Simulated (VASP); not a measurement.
# C (Fd-3m) in VASP: G0W0 quasiparticle levels with PBEsol

Aim: the G0W0 quasiparticle levels of C with PBEsol.

All numbers are computed with VASP 6.6.1; they aren't measurements. Logs are shortened: lines on timing, memory, paths and dates and some standing lists are left out, and cuts for length are marked.

### 1 The structure

Symmetry: Fd-3m, No. 227, cubic system. The conventional cell has a = 3.567 Å, b = 3.567 Å, c = 3.567 Å, α = 90.00°, β = 90.00°, γ = 90.00°. C (site symmetry -43m) has 4 C at 1.54 Å as nearest neighbours.

This isn't the form of C at room conditions, which is graphite.

### 2 G0W0 quasiparticle levels, PBEsol

File POSCAR:

```
C
1.0
    0.0000000000      1.7833700000      1.7833700000
    1.7833700000      0.0000000000      1.7833700000
    1.7833700000      1.7833700000      0.0000000000
C
2
Direct
    0.0000000000      0.0000000000      0.0000000000
    0.2500000000      0.2500000000      0.2500000000
```

File INCAR.step1:

```
PREC = Accurate
ENCUT = 450
EDIFF = 1E-8
ISMEAR = 0
SIGMA = 0.01
LREAL = F
LASPH = T
NELM = 100
ALGO = Normal
LWAVE = T
LCHARG = F
GGA = PS
KPAR = 8
```

File INCAR.step2:

```
PREC = Accurate
ENCUT = 450
EDIFF = 1E-8
ISMEAR = 0
SIGMA = 0.01
LREAL = F
LASPH = T
NELM = 1
ALGO = Exact
LWAVE = T
LCHARG = F
GGA = PS
NBANDS = 104
LOPTICS = T
ISTART = 1
KPAR = 8
```

File INCAR.step3:

```
PREC = Accurate
ENCUT = 450
EDIFF = 1E-8
ISMEAR = 0
SIGMA = 0.01
LREAL = F
LASPH = T
ALGO = EVGW0
LWAVE = F
LCHARG = F
GGA = PS
NELMGW = 1
NBANDS = 104
ENCUTGW = 150
NOMEGA = 50
PRECFOCK = Fast
ISTART = 1
NBANDSGW = 12
KPAR = 8
```

File KPOINTS:

```
Automatic mesh
0
Gamma
  8 8 8
```

Potentials or basis: VASP PAW PBE potentials, release 64 (C_GW).

Started as:

```sh
$ cat potpaw_PBE.64/C_GW/POTCAR > POTCAR
$ cp INCAR.step1 INCAR
$ mpirun -np 8 vasp_std > vasp.out
$ cp INCAR.step2 INCAR
$ mpirun -np 8 vasp_std > vasp.out
$ cp INCAR.step3 INCAR
$ mpirun -np 8 vasp_std > vasp.out
```

OUTCAR:

```text
PREC = Accurate
   ENCUT = 450
   EDIFF = 1E-8
   ISMEAR = 0
   LREAL = F
   LASPH = T
   GGA = PS
   NELMGW = 1
   ENCUTGW = 150
   PRECFOCK = Fast
   ISTART = 1

 ion  position               nearest neighbor table
   1  0.000  0.000  0.000-   2 1.54   2 1.54   2 1.54   2 1.54
   2  0.250  0.250  0.250-   1 1.54   1 1.54   1 1.54   1 1.54

  LATTYP: Found a face centered cubic cell.
 ALAT       =     3.5667400000

  Lattice vectors:

 A1 = (   0.0000000000,   1.7833700000,   1.7833700000)
 A2 = (   1.7833700000,   0.0000000000,   1.7833700000)
 A3 = (   1.7833700000,   1.7833700000,   0.0000000000)

Analysis of symmetry for initial positions (statically):
=====================================================================
 Subroutine PRICEL returns:
 Original cell was already a primitive cell.

 Routine SETGRP: Setting up the symmetry group for a
 face centered cubic supercell.

 Subroutine GETGRP returns: Found 48 space group operations
 (whereof 24 operations were pure point group operations)
 out of a pool of 48 trial point group operations.

The static configuration has the point symmetry T_d .
 The point group associated with its full space group is O_h .

Analysis of symmetry for dynamics (positions and initial velocities):
=====================================================================
 Subroutine PRICEL returns:
 Original cell was already a primitive cell.

 Routine SETGRP: Setting up the symmetry group for a
 face centered cubic supercell.

 Subroutine GETGRP returns: Found 48 space group operations
 (whereof 24 operations were pure point group operations)
 out of a pool of 48 trial point group operations.

The dynamic configuration has the point symmetry T_d .
 The point group associated with its full space group is O_h .

 Subroutine INISYM returns: Found 48 space group operations
 (whereof 24 operations are pure point group operations),
 and found     1 'primitive' translations

----------------------------------------------------------------------------------------

                                     Primitive cell

  volume of cell :      11.3437

  direct lattice vectors                    reciprocal lattice vectors
     0.000000000  1.783370000  1.783370000    -0.280368067  0.280368067  0.280368067
     1.783370000  0.000000000  1.783370000     0.280368067 -0.280368067  0.280368067
     1.783370000  1.783370000  0.000000000     0.280368067  0.280368067 -0.280368067

  length of vectors
     2.522066041  2.522066041  2.522066041     0.485611737  0.485611737  0.485611737

  position of ions in fractional coordinates (direct lattice)
     0.000000000  0.000000000  0.000000000
     0.250000000  0.250000000  0.250000000

  ion indices of the primitive-cell ions
   primitive index   ion index
                 1           1
                 2           2

----------------------------------------------------------------------------------------

 KPOINTS: Automatic mesh

Automatic generation of k-mesh.
 Grid dimensions read from file:
 generate k-points for:    8    8    8

 Generating k-lattice:

  Cartesian coordinates                     Fractional coordinates (reciprocal lattice)
    -0.035046008  0.035046008  0.035046008     0.125000000  0.000000000  0.000000000
     0.035046008 -0.035046008  0.035046008     0.000000000  0.125000000  0.000000000
     0.035046008  0.035046008 -0.035046008     0.000000000  0.000000000  0.125000000

  Length of vectors
     0.060701467  0.060701467  0.060701467

  Shift w.r.t. Gamma in fractional coordinates (k-lattice)
     0.000000000  0.000000000  0.000000000

 Subroutine IBZKPT returns following result:
 ===========================================

 Found     29 irreducible k-points:

 Following reciprocal coordinates:
            Coordinates               Weight
  0.000000  0.000000  0.000000      1.000000
  0.125000  0.000000  0.000000      8.000000
  0.250000  0.000000  0.000000      8.000000
  0.375000  0.000000  0.000000      8.000000
  0.500000  0.000000  0.000000      4.000000
  0.125000  0.125000  0.000000      6.000000
[... 16 lines left out ...]
  0.500000  0.250000  0.125000     48.000000
 -0.375000  0.250000  0.125000     24.000000
 [... further k-points ...]
   k-points           NKPTS =     29   k-points in BZ     NKDIM =    512   number of bands    NBANDS=    104
   number of dos      NEDOS =    301   number of ions     NIONS =      2
   total plane-waves  NPLWV =   5832
   dimension x,y,z NGX =    18 NGY =   18 NGZ =   18
   dimension x,y,z NGXF=    36 NGYF=   36 NGZF=   36
   ions per type =               2
   NGX,Y,Z   is equivalent  to a cutoff of  11.86, 11.86, 11.86 a.u.
   NGXF,Y,Z  is equivalent  to a cutoff of  23.73, 23.73, 23.73 a.u.
 SYSTEM =  unknown system
   PREC   = accura    normal or accurate (medium, high low for compatibility)
   ISTART =      1    job   : 0-new  1-cont  2-samecut
   ICHARG =      0    charge: 1-file 2-atom 10-const
   ISPIN  =      1    spin polarized calculation?
   LNONCOLLINEAR =      F non collinear calculations
   LSORBIT =      F    spin-orbit coupling
   LASPH  =      T    aspherical Exc in radial PAW
   ENCUT  =  450.0 eV  33.07 Ry    5.75 a.u.   4.36  4.36  4.36*2*pi/ulx,y,z
   NELM   =     60;   NELMIN=  2; NELMDL=  0     # of ELM steps
   EDIFF  = 0.1E-07   stopping-criterion for ELM
   LREAL  =      F    real-space projection
   EDIFFG = 0.1E-06   stopping-criterion for IOM
   NSW    =      0    number of steps for IOM
   IBRION =     -1    ionic relax: 0-MD 1-quasi-New 2-CG
   NFREE  =      0    steps in history (QN), initial steepest desc. (CG)
   ISIF   =      0    stress and relaxation
   ISYM   =      3    0-nonsym 1-usesym 2-fastsym
   POTIM  = 0.5000    time-step for ionic-motion
   TEBEG  =    0.0;   TEEND  =   0.0 temperature during run
   PSTRESS=    0.0 pullay stress
   NELECT =       8.0000    total number of electrons
   NUPDOWN=      -1.0000    fix difference up-down
   EMIN   =  10.00;   EMAX   =-10.00  energy-range for DOS
   EFERMI =   0.00;   METHOD = LEGACY
   ISMEAR =     0;   SIGMA  =   0.01  broadening in eV -4-tet -1-fermi 0-gaus
   EFERMI_NEDOS =   21; number of points for ismear=-14 and -15
   IALGO  =     38    algorithm
   IMIX   =      4    mixing-type and parameters
     AMIX     =   0.40;   BMIX     =  1.00
     AMIX_MAG =   1.60;   BMIX_MAG =  1.00
  volume/ion in A,a.u.               =       5.67        38.28
  Fermi-wavevector in a.u.,A,eV,Ry     =   1.457203  2.753714 28.891161  2.123440
  Thomas-Fermi vector in A             =   2.574032
   LORBIT       =      0    0 simple, 1 ext, 2 COOP (PROOUT), +10 PAW based schemes
   GGA     = PS    functional components
   LHFCALC =     T    Hartree Fock is set to
   PRECFOCK=fast      Normal, Fast or Accurate (Low or Medium for compatibility)
   ENCUT4O =  -1.0   cutoff for four orbital integrals eV
   NKREDX  =     1    reduce k-point grid by
   NKREDY  =     1    reduce k-point grid by
   NKREDZ  =     1    reduce k-point grid by
   AEXX    =    1.0000 exact exchange contribution
   HFSCREEN=    0.0000 screening length (either q_TF or 0.3 A-1)
   HFSCREENC=   0.0000 screening length for correlation (either q_TF or 0.3 A-1)
   ENCUTFOCK=  -1.0 apply spherical cutoff to Coloumb kernel
   IVDW    =     0    specifies the selected vdW correction
   LEPSILON=     F    determine dielectric tensor
   LRPA    =     F    only Hartree local field effects (RPA)
   LRPAFORCE           =     F    calculate RPA forces
   ENCUTGW             = 150.0    cutoff for response function in eV
   ENCUTGWSOFT         = 120.0    soft cutoff for Coulomb kernel in GW response function in eV
   ENCUTLF             =  -1.0    cutoff for local field effects
   NELMGW              =     1    number of iterations in solving QP/BSE equation
   NELMHF              =     1    number of iterations in the inner HF iteration
   NKREDLFX            =     1    NKREDLFY  =   1   NKREDLFZ  =   1
 non-spin polarized calculation
 Gauss-broadening in eV      SIGMA  =   0.01
  energy-cutoff  :      450.00
  volume of cell :       11.34
 maximum number of plane-waves:       262
 NGX is ok and might be reduce to    18
  NGX = 12; NGY = 12; NGZ = 12
   NGX =  9   NGY =  9   NGZ =  9
 maximum number of plane-waves:        59

 QP shifts <psi_nk| G(iteration)W_0 |psi_nk>: iteration 1
 for sc-GW calculations column KS-energies equals QP-energies in previous step
 and V_xc(KS)=  KS-energies - (<T + V_ion + V_H > + <T+V_H+V_ion>^1  + <V_x>^1)

 k-point   1 :       0.0000    0.0000    0.0000
  band No.  KS-energies  QP-energies   sigma(KS)   V_xc(KS)     V^pw_x(r,r')   Z            occupation Imag(sigma)

      1     -11.7777     -13.3951     -16.9131     -14.7686     -25.3785       0.7542       2.0000       1.4620
      2       9.7403       9.0875     -17.5126     -16.7229     -19.0454       0.8267       2.0000       0.0807
      3       9.7403       9.0875     -17.5126     -16.7229     -19.0454       0.8267       2.0000       0.0807
      4       9.7403       9.0875     -17.5126     -16.7229     -19.0454       0.8267       2.0000       0.0807
      5      15.2843      16.3299     -14.2526     -15.5237      -9.3850       0.8227       0.0000      -0.0853
      6      15.2843      16.3299     -14.2526     -15.5237      -9.3850       0.8227       0.0000      -0.0853
      7      15.2843      16.3299     -14.2526     -15.5237      -9.3850       0.8227       0.0000      -0.0853
      8      23.1040      23.9767     -15.1025     -16.2344      -7.7438       0.7710       0.0000      -0.2294
      9      28.7037      29.2448     -11.5897     -12.2592      -4.3877       0.8082       0.0000      -0.3884
     10      36.2152      37.1999     -12.7540     -13.9419      -5.9121       0.8290       0.0000      -0.5757
     11      36.2152      37.1999     -12.7540     -13.9419      -5.9121       0.8290       0.0000      -0.5757
     12      36.9948      37.6951     -10.9866     -11.8383      -3.2869       0.8222       0.0000      -0.9832

 k-point   2 :       0.1250    0.0000    0.0000
  band No.  KS-energies  QP-energies   sigma(KS)   V_xc(KS)     V^pw_x(r,r')   Z            occupation Imag(sigma)

      1     -11.3448     -12.9475     -16.9125     -14.7968     -25.2686       0.7575       2.0000       1.4041
      2       7.3128       6.4960     -17.1943     -16.1961     -19.3440       0.8183       2.0000       0.0978
      3       9.0829       8.4027     -17.3926     -16.5675     -19.0768       0.8243       2.0000       0.0843
      4       9.0829       8.4027     -17.3926     -16.5675     -19.0768       0.8243       2.0000       0.0843
      5      16.1475      17.2316     -14.3603     -15.6823      -9.2613       0.8200       0.0000      -0.0928
      6      16.1475      17.2316     -14.3603     -15.6823      -9.2613       0.8200       0.0000      -0.0928
      7      16.5766      17.5876     -14.4925     -15.7258      -9.3669       0.8197       0.0000      -0.0954
      8      23.4497      24.3886     -14.9218     -16.1394      -7.4860       0.7711       0.0000      -0.2397
      9      29.3680      30.0014     -11.7687     -12.5561      -4.3737       0.8043       0.0000      -0.4233
     10      33.0518      33.8642     -11.8722     -12.8495      -5.0562       0.8312       0.0000      -0.5269
     11      33.0518      33.8642     -11.8722     -12.8495      -5.0562       0.8312       0.0000      -0.5269
     12      35.7339      36.3366     -11.1508     -11.8884      -3.4056       0.8171       0.0000      -0.8521
[... 324 lines left out ...]
      1      -6.8930      -8.3396     -17.0956     -15.1776     -24.2200       0.7542       2.0000       0.8231
      2      -0.1395      -1.3958     -17.0516     -15.4269     -21.7341       0.7732       2.0000       0.2524
      3       3.4314       2.3433     -17.0723     -15.7111     -20.4841       0.7993       2.0000       0.1479
      4       5.6329       4.7010     -17.1188     -15.9695     -19.8448       0.8108       2.0000       0.1147
      5      17.6140      18.6130     -13.6278     -14.8463      -8.0268       0.8199       0.0000      -0.1150
      6      19.2976      20.3444     -13.8053     -15.0933      -7.8660       0.8128       0.0000      -0.1310
      7      22.0951      23.2035     -14.2612     -15.6679      -7.2985       0.7880       0.0000      -0.1990
      8      23.0181      24.2336     -14.1475     -15.6871      -7.1894       0.7896       0.0000      -0.2085
      9      29.7122      30.7274     -12.8093     -14.0918      -5.0647       0.7915       0.0000      -0.4547
     10      31.9419      32.9951     -13.5869     -14.9166      -5.4784       0.7921       0.0000      -0.6358
     11      35.6966      36.6581     -12.5722     -13.7753      -4.3756       0.7992       0.0000      -0.8171
     12      40.5224      41.2802     -11.7068     -12.6343      -3.7398       0.8170       0.0000      -1.0582

 k-point  24 :      -0.3750    0.2500    0.1250
  band No.  KS-energies  QP-energies   sigma(KS)   V_xc(KS)     V^pw_x(r,r')   Z            occupation Imag(sigma)

      1      -4.9380      -6.3973     -17.5809     -15.6440     -24.2268       0.7534       2.0000       0.6260
      2      -2.6973      -3.9424     -16.4879     -14.8489     -21.8858       0.7597       2.0000       0.3739
      3       3.4043       2.2925     -17.1878     -15.7946     -20.6671       0.7981       2.0000       0.1505
      4       5.0165       4.0626     -16.9996     -15.8194     -19.8699       0.8083       2.0000       0.1203
      5      17.9069      18.8732     -13.1633     -14.3365      -7.5985       0.8237       0.0000      -0.1145
      6      19.1394      20.1602     -14.0965     -15.3567      -8.0833       0.8100       0.0000      -0.1343
      7      22.7903      24.0340     -14.8163     -16.4113      -7.6002       0.7798       0.0000      -0.2180
      8      24.5355      25.7810     -14.1275     -15.7364      -6.4363       0.7742       0.0000      -0.2844
      9      27.8422      28.7647     -12.4859     -13.6278      -5.5684       0.8079       0.0000      -0.3171
     10      33.5329      34.7062     -13.9896     -15.5018      -5.0703       0.7759       0.0000      -0.7947
     11      35.9080      36.8886     -12.5919     -13.8060      -4.6354       0.8077       0.0000      -0.7973
     12      38.6413      39.3305     -11.4749     -12.3127      -3.8313       0.8226       0.0000      -0.9257

 [... further k-points ...]
```

Wall time 90 s (8 MPI ranks of AMD EPYC 7R13 (Zen 3), shared host); peak memory 0.62 GiB.

What came out:

- Band gap on the k mesh, mean-field level: 4.01 eV, indirect (least direct gap 5.54 eV)
- Quasiparticle gap: 5.34 eV
- Least direct quasiparticle gap: 7.24 eV

Caveat: bands, screening cutoff and mesh are small and nothing is extrapolated, so the quasiparticle values aren't converged. A k mesh can miss the band edges.
